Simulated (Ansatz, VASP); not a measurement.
SnO2 in VASP and in Ansatz

The input INCAR:

```
SYSTEM = SnO2
PREC = Accurate ; ENCUT = 520
EDIFF = 1E-7 ; ISMEAR = 0
SIGMA = 0.01 ; LREAL = .False.
LASPH = .True. ; NELM = 100
ALGO = Normal ; ISIF = 2
LWAVE = .False. ; LCHARG = .True.
GGA = PS ; LELF = .True.
LVHAR = .True. ; NBANDS = 35
```

Contents of KPOINTS:

```
regular mesh
0
Gamma
  4 4 6
  0 0 0
```

File POSCAR:

```
SnO2
1.0
    4.6902622069      0.0000000000      0.0000000000
    0.0000000000      4.7672361241      0.0000000000
    0.0000000000      0.0000000000      3.1747386606
Sn O
2 4
Direct
    0.5000000000      0.5000000000      0.5000000000
    0.0000000000      0.0000000000      0.0000000000
    0.2918550000      0.3210420000      0.0000000000
    0.7918550000      0.1789580000      0.5000000000
    0.2081450000      0.8210420000      0.5000000000
    0.7081450000      0.6789580000      0.0000000000
```

Input for Ansatz:

```yaml
crystal:
  lattice:
    - [4.690262206874543, 0.0, 0.0]
    - [0.0, 4.767236124125195, 0.0]
    - [0.0, 0.0, 3.1747386605640457]
  atoms:
    - { symbol: Sn, position: [0.5, 0.5, 0.5] }
    - { symbol: Sn, position: [0.0, 0.0, 0.0] }
    - { symbol: O, position: [0.291855, 0.321042, 0.0] }
    - { symbol: O, position: [0.791855, 0.178958, 0.5] }
    - { symbol: O, position: [0.208145, 0.821042, 0.5] }
    - { symbol: O, position: [0.708145, 0.678958, 0.0] }
basis:
  ecutwfc: 500.0
kpoints:
  mp_grid:
    grid: [4, 4, 6]
hamiltonian:
  xc: pbesol
scf:
  occupations:
    method: fixed
output:
  stress: true
```

The cell is a database's computed one.

Alike in both runs: task single point; functional PBEsol; k mesh 4 × 4 × 6; no spin polarisation.

|  | VASP | Ansatz |
| --- | --- | --- |
| version | VASP 6.6.1 | Ansatz 0.2.0 |
| potentials or method | VASP PAW PBE potentials, release 64 (Sn_d, O) | plane waves, PAW |
| plane-wave cutoff (eV) | 520 | 500 |
| occupations | gaussian, width 0.01 eV | fixed |
| valence electrons in the cell | 52 | 52 |

|  | VASP | Ansatz | Ansatz less VASP |
| --- | --- | --- | --- |
| pressure (GPa) | 6.5 | 5.8 | -0.71 |
| largest component of the traceless stress (GPa) | 1.91 | 1.66 | -0.254 |

Caveats: the PAW data sets were made with another functional, which shifts forces and pressure a little (VASP).
